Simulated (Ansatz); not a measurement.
# Ta: from a guess to a relaxed structure

Level of theory: DFT PBE, scalar-relativistic, plane waves, PAW (Ansatz 0.2.0). Cutoff 420 eV, Gaussian smearing, Γ-centred meshes. Cell and atoms relax first on a coarse mesh and then on a finer one. In between, the cell is made exact in the group found at 0.06 Å. In metals the finer mesh still leaves noise of several meV/atom or more. The steps can't lower the symmetry of their start. No spin polarisation.

The guess for Ta was made by a generator: random cell by space group and Wyckoff sites (Fd-3m, No. 227). Lengths were set from tabulated atomic sizes, so they are only a guess.

```
Ta
1.0
     0.00000    3.99765    3.99765
     3.99765    0.00000    3.99765
     3.99765    3.99765    0.00000
Ta
6
Direct
  0.62500 0.62500 0.62500
  0.62500 0.62500 0.12500
  0.62500 0.12500 0.62500
  0.12500 0.62500 0.62500
  0.00000 0.00000 0.00000
  0.25000 0.25000 0.25000
```

Energies count from the standard state of Ta at the same level.

Question: Which structure results?

Answer: The symmetry stays Fd-3m (No. 227). The volume per atom shrinks by 11.5 %, from 21.3 to 18.9 Å³. The shortest distance goes from 2.83 Å (Ta–Ta) to 2.71 Å (Ta–Ta). The energy falls by about 0.16 eV/atom (the start's value is from the coarse mesh). Conventional cell: a = 7.678 Å. Ta on a site of symmetry -3m is surrounded by 6 Ta at 2.71 Å and 6 Ta at 3.18 Å; around Ta on a site of symmetry -43m lie 16 Ta at 3.18–3.32 Å.

```
CELL_PARAMETERS angstrom
0.00000 3.83883 3.83883
3.83883 0.00000 3.83883
3.83883 3.83883 0.00000
ATOMIC_POSITIONS crystal
Ta 0.62500 0.62500 0.62500
Ta 0.62500 0.62500 0.12500
Ta 0.62500 0.12500 0.62500
Ta 0.12500 0.62500 0.62500
Ta 0.00000 0.00000 0.00000
Ta 0.25000 0.25000 0.25000
```

Question: Give its energy and gap.

Answer: The energy over the standard state is +0.11 eV/atom. The gap on the 8×8×8 mesh of the 6-atom cell is 0 eV (a metal).

So it is a metastable form at best.

The last run used Gaussian smearing of 0.10 eV. These runs have no spin–orbit coupling, which can matter for Ta. A structure relaxed within its symmetry needn't be a true minimum. In all, the 3 runs took 100 s on 1 thread of Arm Neoverse N1, with other jobs on the host.
